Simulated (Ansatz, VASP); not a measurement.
Two plane-wave programs on CuO

The input INCAR:

```
SYSTEM = CuO
  PREC = Accurate
  ENCUT = 520
  EDIFF = 1E-6
  ISMEAR = -1
  SIGMA = 0.05
  LREAL = .FALSE.
  LASPH = .TRUE.
  NELM = 100
  ALGO = Normal
  ISIF = 2
  LWAVE = .FALSE.
  LCHARG = .TRUE.
  GGA = PE
  LELF = .TRUE.
  LVHAR = .TRUE.
  NBANDS = 25
```

File KPOINTS:

```
Automatic mesh
0
G
  8 8 6
  0 0 0
```

The input POSCAR:

```
CuO
1.0
    3.1106712801      0.0000000000      0.0000000000
    0.0000000000      3.1106712801      0.0000000000
    0.0000000000      0.0000000000      4.5546168319
Cu O
2 2
Direct
    0.0000000000      0.0000000000      0.0000000000
    0.5000000000      0.5000000000      0.0000000000
    0.5000000000      0.0000000000      0.2670000000
    0.0000000000      0.5000000000      0.7330000000
```

File input.yaml:

```yaml
crystal:
  lattice:
    - [3.1106712801, 0.0, 0.0]
    - [0.0, 3.1106712801, 0.0]
    - [0.0, 0.0, 4.5546168319]
  atoms:
    - { symbol: Cu, position: [0.0, 0.0, 0.0] }
    - { symbol: Cu, position: [0.5, 0.5, 0.0] }
    - { symbol: O, position: [0.5, 0.0, 0.267] }
    - { symbol: O, position: [0.0, 0.5, 0.733] }
hamiltonian:
  xc: pbe
  pseudopotentials: { kind: paw }
kpoints:
  mp_grid: { grid: [8, 8, 6] }
scf:
  occupations: { method: fermi_dirac, width: 0.05 }
output:
  forces: true
  stress: true
  eigenvalues: true
  write_density: true
  write_potential: true
  elf: true
  volumetric_format: npy
```

The cell was built by a generator and needn't be a form met in nature.

Alike in both runs: task single point; functional PBE; k mesh 8 × 8 × 6; occupations fermi-dirac, width 0.05 eV; no spin polarisation.

|  | VASP | Ansatz |
| --- | --- | --- |
| version | VASP 6.6.1 | Ansatz 0.2.0 |
| potentials or method | VASP PAW PBE potentials, release 64 (Cu, O) | Ansatz PAW |
| plane-wave cutoff (eV) | 520 | 420 |
| valence electrons in the cell | 34 | 50 |

|  | VASP | Ansatz | Ansatz less VASP |
| --- | --- | --- | --- |
| gap on the k mesh at the Fermi level (eV) | none | none | - |
| rms of the force components (eV/Å) | 0.006 | 0.037 | +0.0306 |

Atom by atom the forces differ by 0.043 eV/Å (rms over components). A gap of «none» marks a metal or a gap that the smearing closes. The functional is the same, so the differences come from potentials, cutoffs and numerics. The two sets of potentials don't hold the same shells in valence.

Caveats: the run has no spin polarisation, though such a crystal can be magnetic; semilocal functionals often make such compounds metallic where correlation or magnetic order opens a gap, which also shifts bond lengths.
